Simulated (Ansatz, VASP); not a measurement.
**AlN: VASP beside Ansatz**

```
Al N
1.0
     0.00000    2.18399    2.18399
     2.18399    0.00000    2.18399
     2.18399    2.18399    0.00000
Al N
1 1
Direct
  0.00000 0.00000 0.00000
  0.88736 0.61264 0.61264
```

Alike in both runs: task single point; functional PBEsol; k mesh 10 × 10 × 10; occupations gaussian, width 0.05 eV; no spin polarisation.

|  | VASP | Ansatz |
| --- | --- | --- |
| version | VASP 6.6.1 | Ansatz 0.2.0 |
| potentials or method | VASP PAW PBE potentials, release 64 (Al, N) | scalar-relativistic, plane waves, PAW |
| plane-wave cutoff (eV) | 520 | 420 |
| valence electrons in the cell | 8 | 8 |

```csv
,VASP,Ansatz,Ansatz less VASP
gap on the k mesh at the Fermi level (eV),2.00,2.02,+0.014
least direct gap on the mesh (eV),2.39,2.38,-0.006
rms of the force components (eV/Å),3.297,3.243,-0.0536
```

Atom by atom the forces differ by 0.054 eV/Å (rms over components). With one functional, cell and mesh, what is left measures potentials, basis and numerics.

Caveats: the PAW data sets were made with another functional, which shifts forces and pressure a little (VASP). A k mesh can miss the band edges.
